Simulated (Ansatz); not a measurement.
**Convergence of Sb**

```xyz
1
Lattice="-1.5050 1.5050 2.4800 1.5050 -1.5050 2.4800 1.5050 1.5050 -2.4800" Properties=species:S:1:pos:R:3 pbc="T T T"
Sb    0.0000    0.0000    0.0000
```

The conventional cell has a = 3.010 Å, b = 3.010 Å, c = 4.960 Å, α = 90.00°, β = 90.00°, γ = 90.00°. Around Sb (atom 1) lie 12 Sb at 3.01 to 3.27 Å.

The cell comes from COD entry 9013010, which wasn't checked; take it as a given geometry.

No spin–orbit coupling, which matters for the heavy atoms here.

Theory: Ansatz 0.2.0, DFT, PBE, PAW with Ansatz's default frozen-core files, scalar-relativistic.

Sampling and basis: a Γ-centred 19×19×19 k mesh, Fermi–Dirac smearing of 0.05 eV, cutoff 420 eV, no spin polarisation. One setting is then changed at a time.

P includes the program's estimate of the Pulay (finite-basis) term, listed apart; without it the pressure would be far more sensitive to the cutoff.

```json
{"PAW cutoff (eV)": "420 (base)", "free energy less the base's (meV/atom)": "0.0", "P (GPa)": "19.25", "Pulay term in P (GPa)": "0.05", "Vzz Sb (10²¹ V/m²)": "3.84"}
{"PAW cutoff (eV)": "250", "free energy less the base's (meV/atom)": "1106", "P (GPa)": "19.54", "Pulay term in P (GPa)": "60.99", "Vzz Sb (10²¹ V/m²)": "3.86"}
{"PAW cutoff (eV)": "350", "free energy less the base's (meV/atom)": "4.4", "P (GPa)": "19.26", "Pulay term in P (GPa)": "0.46", "Vzz Sb (10²¹ V/m²)": "3.85"}
{"PAW cutoff (eV)": "500", "free energy less the base's (meV/atom)": "-1.4", "P (GPa)": "19.24", "Pulay term in P (GPa)": "0.01", "Vzz Sb (10²¹ V/m²)": "3.84"}
{"PAW cutoff (eV)": "600", "free energy less the base's (meV/atom)": "-1.6", "P (GPa)": "19.24", "Pulay term in P (GPa)": "0.00", "Vzz Sb (10²¹ V/m²)": "3.84"}
{"PAW cutoff (eV)": "800", "free energy less the base's (meV/atom)": "-1.7", "P (GPa)": "19.24", "Pulay term in P (GPa)": "0.00", "Vzz Sb (10²¹ V/m²)": "3.84"}
```
